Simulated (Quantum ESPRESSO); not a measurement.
Wanted: the native input for a Quantum ESPRESSO 7.5 run.

```
Task                : single point
Functional          : PBE
Potentials or basis : SSSP 1.3 efficiency PBE
Cutoff              : 748 eV
Density cutoff      : 5987 eV
k mesh              : 11 × 11 × 9
Occupations         : fermi-dirac, width 0.05 eV
Spin                : no spin polarisation
Mixing beta         : 0.5
Most SCF iterations : 120
SCF threshold       : 4e-10 Ry
```

WC:

```
CELL_PARAMETERS angstrom
2.90050 0.00000 0.00000
-1.45025 2.51191 0.00000
0.00000 0.00000 2.82900
ATOMIC_POSITIONS crystal
W 0.01394 0.00940 0.97669
C 0.65273 0.32393 0.52331
```

The input as run:

pw.in

```
&CONTROL
  calculation = 'scf'
  prefix = 'pwscf'
  outdir = './tmp'
  pseudo_dir = './pseudo'
  tprnfor = .true.
  tstress = .true.
  disk_io = 'nowf'
/
&SYSTEM
  ibrav = 0
  nat = 2
  ntyp = 2
  ecutwfc = 55
  ecutrho = 440
  nbnd = 15
  occupations = 'smearing'
  smearing = 'fd'
  degauss = 0.00367493
/
&ELECTRONS
  conv_thr = 4d-10
  electron_maxstep = 120
  mixing_beta = 0.5
/
ATOMIC_SPECIES
W    183.8400 W_pbe_v1.2.uspp.F.UPF
C     12.0110 C.pbe-n-kjpaw_psl.1.0.0.UPF
CELL_PARAMETERS angstrom
   2.9005014400    0.0000000000    0.0000000000
  -1.4502507200    2.5119079300    0.0000000000
   0.0000000000    0.0000000000    2.8290000000
ATOMIC_POSITIONS crystal
W      0.0139390700    0.0093997200    0.9766879900
C      0.6527275900    0.3239336100    0.5233120100
K_POINTS automatic
11 11 9 0 0 0
```

Potentials or basis: SSSP 1.3 efficiency PBE.

Launch:

```bash
$ OMP_NUM_THREADS=1 pw.x -in pw.in > pw.out
```

It gave:

The pressure is 14.1 GPa. The largest force is 2.427 eV/Å and the band gap on the k mesh is none (metal or under the smearing width).

Caveat: forces of over 1 eV/Å show positions far from the minimum, so gaps and moduli don't describe the material at rest.

Run time: 60 s on 1 thread of Intel(R) Xeon(R) Platinum 8488C (Sapphire Rapids), with other jobs on the host, peak memory 0.31 GiB.
